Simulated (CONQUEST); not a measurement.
The system is Hf.

```xyz
2
Lattice="3.1396 0.0000 0.0000 0.0000 3.1396 0.0000 0.0000 0.0000 4.4400" Properties=species:S:1:pos:R:3 pbc="T T T"
Hf    0.0000    0.0000    0.0000
Hf    1.5698    1.5698    2.2200
```

This isn't the form of Hf at room conditions, which is hcp.

```yaml
Program: CONQUEST 1.3
Task: single point
Functional: PBE
Potentials_or_basis: PseudoDojo NC PBE, DZP, grid cutoff 120 Ha
k_mesh: 9 × 9 × 6
Occupations: fermi-dirac, width 0.05 eV
Spin: no spin polarisation
```

On this cell: pressure 4.2 GPa; largest force zero by symmetry; band gap on the k mesh none (metal or under the smearing width).

The same run follows on a disturbed copy (atoms of the box moved at random, drawn with an rms of 0.05 Å):

```
Hf
1.0
     3.13955    0.00000    0.00000
     0.00000    3.13955    0.00000
     0.00000    0.00000    4.44000
Hf
2
Direct
  0.00192 0.00887 0.99872
  0.50242 0.48731 0.50707
```

**Question.** What does the disturbed cell give?

**Answer.** The energy (extrapolated to zero smearing) moves by +5.7 meV/atom; pressure 4.3 GPa; largest force 0.313 eV/Å; band gap on the k mesh none (metal or under the smearing width).

Forces in eV/Å, atoms in the order of the input:
```
Hf   0.005 -0.220  0.214
Hf  -0.005  0.216 -0.226
```

Caveats: the basis of atomic orbitals isn't converged, which shifts pressures, moduli and gaps; the box holds several primitive cells, so bands are folded and the points are those of the box's own zone (some runs); the real-space grid breaks the cell's symmetry a little (some runs).
